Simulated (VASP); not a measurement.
# C (Fd-3m) in VASP: a series of runs, part 2 of 3

VASP 6.6.1.

**3. Relaxation of cell and atoms, PBE**

This run uses another cell than the first one, of 5.70 Å³/atom, 1.006 times its volume.

The input, INCAR:

```
PREC = Accurate ; ENCUT = 520
EDIFF = 1E-7 ; ISMEAR = 0
SIGMA = 0.02 ; LREAL = False
LASPH = True ; NELM = 80
ALGO = Fast ; ISIF = 3
LWAVE = False ; LCHARG = False
GGA = PE ; IBRION = 2
NSW = 80 ; EDIFFG = -0.002
```

The input, KPOINTS:

```
regular mesh
0
Gamma
  14 14 14
```

The input, POSCAR:

```
C                                       
1.0
    0.0000000000      1.7867104381      1.7867104381
    1.7867104381     -0.0000000000      1.7867104381
    1.7867104381      1.7867104381     -0.0000000000
  C             
     2
Direct
     0.0000000000000000    0.0000000000000000    0.0000000000000000
     0.2500000000000000    0.2500000000000000    0.2500000000000000
```

Potentials or basis: VASP PAW PBE potentials, release 64 (C).

On the command line:

```
cat potpaw_PBE.64/C/POTCAR > POTCAR
mpirun -np 1 vasp_std > vasp.out
```

OUTCAR:

```text
PREC = Accurate
   ENCUT = 520
   EDIFF = 1E-7
   ISMEAR = 0
   LREAL = False
   LASPH = True
   NELM = 80
   ISIF = 3
   GGA = PE
   IBRION = 2
   NSW = 80
   EDIFFG = -0.002

 ion  position               nearest neighbor table
   1  0.000  0.000  0.000-   2 1.55   2 1.55   2 1.55   2 1.55
   2  0.250  0.250  0.250-   1 1.55   1 1.55   1 1.55   1 1.55

  LATTYP: Found a face centered cubic cell.
 ALAT       =     3.5734208762

  Lattice vectors:

 A1 = (   0.0000000000,   1.7867104381,   1.7867104381)
 A2 = (   1.7867104381,   0.0000000000,   1.7867104381)
 A3 = (   1.7867104381,   1.7867104381,   0.0000000000)

Analysis of symmetry for initial positions (statically):
=====================================================================
 Subroutine PRICEL returns:
 Original cell was already a primitive cell.

 Routine SETGRP: Setting up the symmetry group for a
 face centered cubic supercell.

 Subroutine GETGRP returns: Found 48 space group operations
 (whereof 24 operations were pure point group operations)
 out of a pool of 48 trial point group operations.

The static configuration has the point symmetry T_d .
 The point group associated with its full space group is O_h .

Analysis of symmetry for dynamics (positions and initial velocities):
=====================================================================
 Subroutine PRICEL returns:
 Original cell was already a primitive cell.

 Routine SETGRP: Setting up the symmetry group for a
 face centered cubic supercell.

 Subroutine GETGRP returns: Found 48 space group operations
 (whereof 24 operations were pure point group operations)
 out of a pool of 48 trial point group operations.

The dynamic configuration has the point symmetry T_d .
 The point group associated with its full space group is O_h .

 Subroutine INISYM returns: Found 48 space group operations
 (whereof 24 operations are pure point group operations),
 and found     1 'primitive' translations

[... 118 lines left out ...]
   LORBIT       =      0    0 simple, 1 ext, 2 COOP (PROOUT), +10 PAW based schemes
   GGA     = PE    functional components
   LHFCALC =     F    Hartree Fock is set to
   AEXX    =    0.0000 exact exchange contribution
   IVDW    =     0    specifies the selected vdW correction
   LEPSILON=     F    determine dielectric tensor
   LRPA    =     F    only Hartree local field effects (RPA)
 conjugate gradient relaxation of ions
 non-spin polarized calculation
 RMM-DIIS sequential band-by-band and
 Gauss-broadening in eV      SIGMA  =   0.02
  energy-cutoff  :      520.00
  volume of cell :       11.41
 maximum number of plane-waves:       331
   NGX =  9   NGY =  9   NGZ =  9

 number of electron       7.9999999 magnetization

 Free energy of the ion-electron system (eV)
  ---------------------------------------------------
  ext. energy  EPLUGINS =         0.00000000
  ---------------------------------------------------
  free energy    TOTEN  =       -18.18583707 eV

  energy without entropy =      -18.18583707  energy(sigma->0) =      -18.18583707

 E-fermi :   9.8348     XC(G=0): -13.2227

 val. band max:        9.6488760733   @ k =   0.0000   0.0000   0.0000
 cond. band min:      13.7659088303   @ k =   0.3571   0.3571   0.0000
 fundamental gap:      4.1170327570
 Fermi energy:         9.8348411704

 k-point     1 :       0.0000    0.0000    0.0000
  band No.  band energies     occupation
      1     -11.7530      2.00000
      2       9.6489      2.00000
      3       9.6489      2.00000
      4       9.6489      2.00000
      5      15.2234      0.00000
      6      15.2234      0.00000
      7      15.2234      0.00000
      8      22.8525      0.00000
[... 243 lines left out ...]
 k-point    24 :       0.2857    0.1429    0.0000
  band No.  band energies     occupation
      1      -9.7091      2.00000
      2       3.6532      2.00000
      3       6.3505      2.00000
      4       7.0623      2.00000
      5      15.5451      0.00000
      6      19.5693      0.00000
      7      19.6807      0.00000
      8      21.9822      0.00000

 [... further k-points ...]

------------------------ aborting loop because EDIFF is reached ----------------------------------------

  FORCE on cell =-STRESS in cart. coord.  units (eV):
  Direction    XX          YY          ZZ          XY          YZ          ZX
  --------------------------------------------------------------------------------------
  -------------------------------------------------------------------------------------
  Total       -0.0005432     -0.0005432     -0.0005432      0.0000000      0.0000000      0.0000000
  in kB       -0.0762859     -0.0762859     -0.0762859      0.0000000      0.0000000      0.0000000
  external PRESSURE =      -0.0762859 kB  Pullay stress =       0.0000000 kB

 VOLUME and BASIS-vectors are now :
 -----------------------------------------------------------------------------
  energy-cutoff  :      520.00
  volume of cell :       11.41
      direct lattice vectors                 reciprocal lattice vectors
     0.000000000  1.786710438  1.786710438    -0.279843890  0.279843890  0.279843890
     1.786710438  0.000000000  1.786710438     0.279843890 -0.279843890  0.279843890
     1.786710438  1.786710438  0.000000000     0.279843890  0.279843890 -0.279843890

 POSITION                                       TOTAL-FORCE (eV/Angst)
 -----------------------------------------------------------------------------------
      0.00000      0.00000      0.00000        -0.000000      0.000000     -0.000000
      0.89336      0.89336      0.89336         0.000000     -0.000000      0.000000
 -----------------------------------------------------------------------------------
    total drift:                                0.000000      0.000000      0.000000

  FREE ENERGIE OF THE ION-ELECTRON SYSTEM (eV)
  ---------------------------------------------------
  free  energy   TOTEN  =       -18.1858370736 eV

  energy  without entropy=      -18.1858370736  energy(sigma->0) =      -18.18583707

 reached required accuracy - stopping structural energy minimisation
```

CONTCAR:

```text
C
   1.00000000000000
     0.0000000000000000    1.7867104381000001    1.7867104381000001
     1.7867104381000001    0.0000000000000000    1.7867104381000001
     1.7867104381000001    1.7867104381000001    0.0000000000000000
  C
     2
Direct
     0.0000000000000000    0.0000000000000000    0.0000000000000000
     0.2500000000000000    0.2500000000000000    0.2500000000000000

  0.00000000E+00  0.00000000E+00  0.00000000E+00
  0.00000000E+00  0.00000000E+00  0.00000000E+00
```

It took 11 s on 1 thread of AMD EPYC 7R13 (Zen 3), shared host; peak memory 0.09 GiB.

What came out:

| Quantity | Value |
| --- | --- |
| Free energy | -18.1858 eV |
| Pressure after relaxing | 0.0 GPa |
| Band gap on the k mesh | 4.12 eV, indirect (least direct gap 5.57 eV) |

Final structure:
```
CELL_PARAMETERS angstrom
0.00000 1.78671 1.78671
1.78671 0.00000 1.78671
1.78671 1.78671 0.00000
ATOMIC_POSITIONS crystal
C 0.00000 0.00000 0.00000
C 0.25000 0.25000 0.25000
```

Caveat: the relaxation stopped at its first step, so nothing moved.

**4. Single point, PBE**

This run uses another cell than the first one, of 5.70 Å³/atom, 1.006 times its volume.

The input, INCAR:

```
SYSTEM = C
  PREC = Accurate
  ENCUT = 520
  EDIFF = 1E-7
  ISMEAR = 0
  SIGMA = 0.02
  LREAL = .False.
  LASPH = .True.
  NELM = 80
  ALGO = Fast
  ISIF = 2
  LWAVE = .False.
  LCHARG = .False.
  GGA = PE
```

The input, KPOINTS:

```
Automatic mesh
0
Gamma
  14 14 14
  0 0 0
```

The input, POSCAR:

```
C                                       
1.0
    0.0000000000      1.7867104381      1.7867104381
    1.7867104381      0.0000000000      1.7867104381
    1.7867104381      1.7867104381      0.0000000000
  C             
     2
Direct
     0.0000000000000000    0.0000000000000000    0.0000000000000000
     0.2500000000000000    0.2500000000000000    0.2500000000000000
```

Potentials or basis: VASP PAW PBE potentials, release 64 (C).

On the command line:

```
cat potpaw_PBE.64/C/POTCAR > POTCAR
mpirun -np 1 vasp_std > vasp.out
```

OUTCAR:

```text
SYSTEM = C
   PREC = Accurate
   ENCUT = 520
   EDIFF = 1E-7
   ISMEAR = 0
   LREAL = .False.
   LASPH = .True.
   NELM = 80
   ISIF = 2
   GGA = PE

 ion  position               nearest neighbor table
   1  0.000  0.000  0.000-   2 1.55   2 1.55   2 1.55   2 1.55
   2  0.250  0.250  0.250-   1 1.55   1 1.55   1 1.55   1 1.55

  LATTYP: Found a face centered cubic cell.
 ALAT       =     3.5734208762

  Lattice vectors:

 A1 = (   0.0000000000,   1.7867104381,   1.7867104381)
 A2 = (   1.7867104381,   0.0000000000,   1.7867104381)
 A3 = (   1.7867104381,   1.7867104381,   0.0000000000)

Analysis of symmetry for initial positions (statically):
=====================================================================
 Subroutine PRICEL returns:
 Original cell was already a primitive cell.

 Routine SETGRP: Setting up the symmetry group for a
 face centered cubic supercell.

 Subroutine GETGRP returns: Found 48 space group operations
 (whereof 24 operations were pure point group operations)
 out of a pool of 48 trial point group operations.

[... 170 lines left out ...]
 fundamental gap:      4.1170328057
 Fermi energy:         9.8348409116

 k-point     1 :       0.0000    0.0000    0.0000
  band No.  band energies     occupation
      1     -11.7530      2.00000
      2       9.6489      2.00000
      3       9.6489      2.00000
      4       9.6489      2.00000
      5      15.2234      0.00000
      6      15.2234      0.00000
      7      15.2234      0.00000
      8      22.8525      0.00000
[... 243 lines left out ...]
 k-point    24 :       0.2857    0.1429    0.0000
  band No.  band energies     occupation
      1      -9.7091      2.00000
      2       3.6532      2.00000
      3       6.3505      2.00000
      4       7.0623      2.00000
      5      15.5451      0.00000
      6      19.5693      0.00000
      7      19.6807      0.00000
      8      21.9822      0.00000

 [... further k-points ...]

------------------------ aborting loop because EDIFF is reached ----------------------------------------

  FORCE on cell =-STRESS in cart. coord.  units (eV):
  Direction    XX          YY          ZZ          XY          YZ          ZX
  --------------------------------------------------------------------------------------
  -------------------------------------------------------------------------------------
  Total       -0.0005414     -0.0005414     -0.0005414      0.0000000      0.0000000      0.0000000
  in kB       -0.0760365     -0.0760365     -0.0760365      0.0000000      0.0000000      0.0000000
  external PRESSURE =      -0.0760365 kB  Pullay stress =       0.0000000 kB

 VOLUME and BASIS-vectors are now :
 -----------------------------------------------------------------------------
  energy-cutoff  :      520.00
  volume of cell :       11.41
      direct lattice vectors                 reciprocal lattice vectors
     0.000000000  1.786710438  1.786710438    -0.279843890  0.279843890  0.279843890
     1.786710438  0.000000000  1.786710438     0.279843890 -0.279843890  0.279843890
     1.786710438  1.786710438  0.000000000     0.279843890  0.279843890 -0.279843890

 POSITION                                       TOTAL-FORCE (eV/Angst)
 -----------------------------------------------------------------------------------
      0.00000      0.00000      0.00000        -0.000000     -0.000000     -0.000000
      0.89336      0.89336      0.89336         0.000000      0.000000      0.000000
 -----------------------------------------------------------------------------------
    total drift:                                0.000000      0.000000      0.000000

  FREE ENERGIE OF THE ION-ELECTRON SYSTEM (eV)
  ---------------------------------------------------
  free  energy   TOTEN  =       -18.1858370734 eV

  energy  without entropy=      -18.1858370734  energy(sigma->0) =      -18.18583707
```

OSZICAR:

```text
N       E                     dE             d eps       ncg     rms          rms(c)
DAV:   1    -0.144493558257E+01   -0.14449E+01   -0.50978E+03  1744   0.996E+02
DAV:   2    -0.187155532647E+02   -0.17271E+02   -0.16471E+02  2688   0.108E+02
DAV:   3    -0.188136926117E+02   -0.98139E-01   -0.98139E-01  1768   0.107E+01
DAV:   4    -0.188138402061E+02   -0.14759E-03   -0.14759E-03  2368   0.430E-01
DAV:   5    -0.188138402870E+02   -0.80897E-07   -0.80895E-07  1752   0.573E-03    0.552E+00
RMM:   6    -0.183407565061E+02    0.47308E+00   -0.27267E-01  1697   0.464E+00    0.327E+00
RMM:   7    -0.181819474067E+02    0.15881E+00   -0.42259E-01  1866   0.614E+00    0.718E-01
RMM:   8    -0.181856006977E+02   -0.36533E-02   -0.22481E-02  1725   0.178E+00    0.115E-01
RMM:   9    -0.181858062073E+02   -0.20551E-03   -0.35274E-03  1865   0.647E-01    0.505E-02
RMM:  10    -0.181858327345E+02   -0.26527E-04   -0.40330E-04  1753   0.223E-01    0.203E-02
RMM:  11    -0.181858359166E+02   -0.31821E-05   -0.58505E-05  1859   0.842E-02    0.517E-03
RMM:  12    -0.181858369491E+02   -0.10325E-05   -0.78158E-06  1862   0.327E-02    0.590E-03
RMM:  13    -0.181858371706E+02   -0.22154E-06   -0.60885E-07  1792   0.879E-03    0.193E-03
RMM:  14    -0.181858370556E+02    0.11498E-06   -0.68022E-08  1319   0.307E-03    0.101E-03
RMM:  15    -0.181858370734E+02   -0.17735E-07   -0.76913E-09   957   0.984E-04
   1 F= -.18185837E+02 E0= -.18185837E+02  d E =-.349098E-42
```

stdout:

```text
POSCAR found type information on POSCAR C
 POSCAR found :  1 types and       2 ions
 scaLAPACK will be used
 LDA part: xc-table for (Slater+PW92), standard interpolation
 POSCAR, INCAR and KPOINTS ok, starting setup
 FFT: planning ... GRIDC
 FFT: planning ... GRID_SOFT
 FFT: planning ... GRID
 WAVECAR not read
 entering main loop
```

It took 11 s on 1 thread of AMD EPYC 7R13 (Zen 3), shared host; peak memory 0.09 GiB.

Results:

* Free energy: -18.1858 eV
* Pressure: 0.0 GPa
* Band gap on the k mesh: 4.12 eV, indirect (least direct gap 5.57 eV)

Levels at points of the mesh, in eV from the valence-band top:
| k point | band 2 | band 3 | band 4 | band 5 | band 6 | band 7 |
| --- | --- | --- | --- | --- | --- | --- |
| (0.00, 0.00, 0.00) | 0.00 | 0.00 | 0.00 | 5.57 | 5.57 | 5.57 |
| (0.50, 0.00, 0.00) | -13.31 | -2.79 | -2.79 | 8.44 | 8.44 | 8.77 |
| (0.50, 0.50, 0.00) | -12.72 | -6.26 | -6.26 | 4.75 | 4.75 | 16.72 |

A k mesh can miss the band edges. PBE gaps usually lie below the measured ones, often by a third to a half.

[end of part 2 of 3]
